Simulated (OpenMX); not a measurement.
Runs of OpenMX 3.8.5 on SnO. It takes space group P4/nmm (No. 129, tetragonal). Conventional cell: a = 3.814 Å, b = 3.814 Å, c = 4.887 Å, α = 90.00°, β = 90.00°, γ = 90.00°. Sn (site symmetry 4mm) is surrounded by 4 O at 2.23 Å. O (site symmetry -4m2) is surrounded by 4 Sn at 2.23 Å. The cell is a database's computed one.

```tsv
task	level	potentials or basis	cell	k mesh	max SCF cycles	grid points, held for all volumes	pressure (GPa)	largest force (eV/Å)
band structure	PBE	OpenMX 2013 PBE set, Sn7.0-s3p2d2f1, O6.0-s3p2d2, grid cutoff 500 Ry	P4/nmm, 17.77 Å³/atom	7 × 7 × 7	100	-	(c)	0.90
band structure	PBE	OpenMX 2013 PBE set, Sn7.0-s3p2d2, O6.0-s2p2d1, grid cutoff 500 Ry	P4/nmm, 17.77 Å³/atom	5 × 5 × 5	100	-	(b)	1.19
band structure	PBE	OpenMX 2013 PBE set, Sn7.0-s3p2d2, O6.0-s2p2d1, grid cutoff 500 Ry	P4/nmm, 17.07 Å³/atom	5 × 5 × 5	100	-	13.5	(a)
band structure	PBE	OpenMX 2013 PBE set, Sn7.0-s3p2d2, O6.0-s2p2d1, grid cutoff 500 Ry	P4/nmm, 16.38 Å³/atom	5 × 5 × 5	100	-	20.0	2.45
```

Alike in all rows: no spin polarisation; smearing fermi-dirac 0.05 eV.

Problem. Fill in the values left out.

Solution. (a) 1.78; (b) 7.8; (c) 6.6.

Caveats: the basis of atomic orbitals isn't converged, which shifts pressures, moduli and gaps; the basis has few d functions beyond the semicore shells, which can make volumes several per cent too large (some runs); forces of over 1 eV/Å show positions far from the minimum, so gaps and moduli don't describe the material at rest (some runs).
